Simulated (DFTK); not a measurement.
Runs of DFTK 0.8.2 on Ge. It takes space group I4_1/amd (No. 141, tetragonal). The conventional cell has a = 5.149 Å, b = 5.149 Å, c = 2.795 Å, α = 90.00°, β = 90.00°, γ = 90.00°. Ge (site symmetry -4m2) is surrounded by 6 Ge at 2.67 to 2.79 Å. This isn't the form of Ge at room conditions, which is diamond.

| level | potentials or basis | k mesh | cutoff (eV) | valence electrons | SCF solver | mesh quality | gap on the mesh (eV) | pressure (GPa) |
| --- | --- | --- | --- | --- | --- | --- | --- | --- |
| LDA | cp2k.nc.sr.lda.v0_1.semicore.gth (LDA, GTH) | 11 × 11 × 11 | 544 | Ge 4 | - | not flagged | none | -3.7 |
| BJ06 | SG15 1.2 (PBE) | 7 × 7 × 7 | 1225 | Ge 14 | - | coarse | none | - |
| TASK | cp2k.nc.sr.pbe.v0_1.largecore.gth (PBE, GTH) | 8 × 8 × 8 | 789 | Ge 4 | - | not flagged | none | (a) |
| r2SCAN | cp2k.nc.sr.pbe.v0_1.largecore.gth (PBE, GTH) | 8 × 8 × 8 | 789 | Ge 4 | ScfAndersonSolver | not flagged | none | 3.1 |
| PBEsol | SG15 1.2 (PBE) | 7 × 7 × 7 | 952 | Ge 14 | - | coarse | none | - |
| PBE | SG15 1.2 (PBE) | 7 × 7 × 7 | 952 | Ge 14 | - | coarse | none | - |

Alike in all rows: task band structure; no spin polarisation; cell as given; smearing fermi-dirac 0.05 eV.

Question: Estimate the missing entries.

Answer: (a) 4.4.

Caveats: some runs use coarse meshes; the potentials were made for another functional, which shifts forces and pressure (some runs); GTH potentials come without recommended cutoffs, and this one wasn't checked for convergence (some runs); the program leaves the constant c of mgga_x_tb09 at 1, so the potential is Becke-Johnson's (BJ06) and not Tran and Blaha's, with levels but no total energy (some runs); the program warned that the kinetic-energy density falls under its von Weizsäcker bound, which can give unphysical results (some runs).

A k mesh can miss the band edges, and the runs leave out spin-orbit coupling on Ge.

A gap of «none» marks a metal or a gap under the smearing width.
